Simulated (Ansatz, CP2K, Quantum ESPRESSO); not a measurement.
## One calculation of PtSe2, 10 ways

```xyz
3
Lattice="3.7240 0.0000 0.0000 -1.8620 3.2251 0.0000 0.0000 0.0000 5.0620" Properties=species:S:1:pos:R:3 pbc="T T T"
Pt    0.0000    0.0000    0.0000
Se    1.8620    1.0750    3.7965
Se    0.0000    2.1501    1.2655
```

Alike in all runs: task band structure; functional PBE; k mesh 8 × 8 × 5; occupations fermi-dirac, width 0.05 eV; no spin polarisation; no spin-orbit coupling. Pressure is positive in compression and, in plane waves, holds the error of the finite cutoff, which Ansatz's Pulay term estimates and takes out.

```tsv
program and potentials	plane-wave cutoff (eV)	notes	pressure (GPa)	largest force (eV/Å)
Ansatz, Ansatz PAW polarizable	420	16.67 valence electrons an atom on average; Pulay term of +0.03 GPa included	7.30	0.589
Ansatz, Ansatz PAW	420	16.67 valence electrons an atom on average; Pulay term of +0.03 GPa included	7.31	0.592
Quantum ESPRESSO, PseudoDojo 0.4.1 SR PBE standard	1170	16.67 valence electrons an atom on average	7.23	0.589
Ansatz, Ansatz PAW (files of its older set among them)	900	16.67 valence electrons an atom on average	7.35	0.595
Ansatz, PseudoDojo standard (PBE files)	1170	16.67 valence electrons an atom on average	7.24	0.588
CP2K, POTENTIAL_UZH Pt GTH-PBE-q18, Se GTH-PBE-q6; TZVP-MOLOPT-PBE-GTH basis	-	atomic basis; 10 valence electrons an atom on average	8.54	0.718
Ansatz, PseudoDojo stringent (PBE files)	1415	22 valence electrons an atom on average; Pulay term of +0.12 GPa included	7.19	0.576
Ansatz, JTH PAW	750	7.33 valence electrons an atom on average	7.89	0.685
Ansatz, SPMS NC	816	16.67 valence electrons an atom on average; Pulay term of +0.20 GPa included	7.29	0.595
Ansatz, all-electron LAPW, scalar-relativistic	-	-	7.32	0.590
```

Force on atom 2 (Se), eV/Å:

| program and potentials | x | y | z |
| --- | --- | --- | --- |
| Ansatz, Ansatz PAW polarizable | 0.000 | 0.000 | -0.589 |
| Ansatz, Ansatz PAW | 0.000 | 0.000 | -0.592 |
| Quantum ESPRESSO, PseudoDojo 0.4.1 SR PBE standard | 0.000 | 0.000 | -0.589 |
| Ansatz, Ansatz PAW (files of its older set among them) | 0.000 | 0.000 | -0.595 |
| Ansatz, PseudoDojo standard (PBE files) | 0.000 | 0.000 | -0.588 |
| CP2K, POTENTIAL_UZH Pt GTH-PBE-q18, Se GTH-PBE-q6; TZVP-MOLOPT-PBE-GTH basis | 0.000 | 0.000 | -0.718 |
| Ansatz, PseudoDojo stringent (PBE files) | 0.000 | 0.000 | -0.576 |
| Ansatz, JTH PAW | 0.000 | 0.000 | -0.685 |
| Ansatz, SPMS NC | 0.000 | 0.000 | -0.595 |
| Ansatz, all-electron LAPW, scalar-relativistic | 0.000 | 0.000 | -0.590 |

The pressure spans 7.19 (Ansatz, PseudoDojo stringent (PBE files)) to 8.54 GPa (CP2K, POTENTIAL_UZH Pt GTH-PBE-q18, Se GTH-PBE-q6; TZVP-MOLOPT-PBE-GTH basis), with all-electron results at 7.32. The atoms of the given cell lie far from their minimum at this level. Rows in atomic bases carry the error of their basis and grid, which can be large.

Differences between rows come from potentials, basis sets and numerical settings, since the functional is the same but for its coding. Runs on potential files found faulty are left out.
